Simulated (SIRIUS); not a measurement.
In under changes of volume

One of the cells (27.220 Å³/atom); the others are scaled copies at fixed shape and fractional positions:

```xyz
1
Lattice="-1.8950 1.8950 1.8950 1.8950 -1.8950 1.8950 1.8950 1.8950 -1.8950" Properties=species:S:1:pos:R:3 pbc="T T T"
In    0.0000    0.0000    0.0000
```

This isn't the form of In at room conditions, which is tetragonal.

| Property | Result |
| --- | --- |
| Program | SIRIUS 7.12.0 |
| Functional | PBEsol |
| Potentials or basis | PseudoDojo 0.4.1 PBEsol standard (scalar relativistic) |
| Cutoff | 960 eV |
| Density cutoff | 3840 eV |
| k mesh | 10 × 10 × 10 |
| Occupations | fermi-dirac, width 0.05 eV |
| Spin | no spin polarisation |

```csv
volume (Å³/atom),energy over the lowest point (meV/atom),pressure (GPa)
25.085,?,?
25.618,0.00,0.3
26.152,0.60,-0.6
27.220,9.17,-2.0
27.753,16.63,-2.6
28.287,25.96,-3.1
```

Task: What does the run at 25.085 Å³/atom give?

Result: Energy over the lowest point 2.33 meV/atom; pressure 1.3 GPa.

Worked out: A Birch-Murnaghan fit of order 3 (a polynomial in V^(-2/3)) to the other rows has its minimum at 25.76 Å³/atom with B0 = V·E''(V) = 40 GPa and B' = 4.1. It gives 2.22 meV/atom at 25.085 Å³/atom, against the run's 2.33, and -dE/dV = 1.1 GPa, against 1.3.

Energies are extrapolated to zero smearing.
